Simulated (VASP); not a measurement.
Crystal: BAs.

```
B As
1.0
     2.93437    0.00000    0.00000
     0.00000    2.93437    0.00000
     0.00000    0.00000    2.93437
B As
1 1
Direct
  0.50000 0.50000 0.50000
  0.00000 0.00000 0.00000
```

The cell was built by a generator and needn't be a form met in nature.

| Property | Result |
| --- | --- |
| Program | VASP 6.6.1 |
| Task | relaxation of cell and atoms |
| Functional | LDA |
| Potentials or basis | VASP PAW LDA potentials, release 64 (B, As) |
| Cutoff | 600 eV |
| k mesh | 9 × 9 × 9 |
| Occupations | fermi-dirac, width 0.05 eV |
| Spin | no spin polarisation |

At the start: pressure -5.2 GPa; volume 12.63 Å³/atom.

Problem. How do energy, volume and symmetry change on relaxing?

Solution. Over 3 steps the energy falls by 10.3 meV/atom and the volume is 12.03 Å³/atom (-4.8 %); space group Pm-3m (No. 221, to 0.05 Å).

The path:
```csv
step,energy change (eV),largest force (eV/Å),pressure (GPa),volume (Å³)
1,0.0000,0.0000,-5.15,25.27
2,-0.0196,0.0000,1.26,23.81
3,-0.0206,0.0000,0.02,24.05
```

Final structure:
```
CELL_PARAMETERS angstrom
2.88659 0.00000 0.00000
0.00000 2.88659 0.00000
0.00000 0.00000 2.88659
ATOMIC_POSITIONS crystal
B 0.50000 0.50000 0.50000
As 0.00000 0.00000 0.00000
```
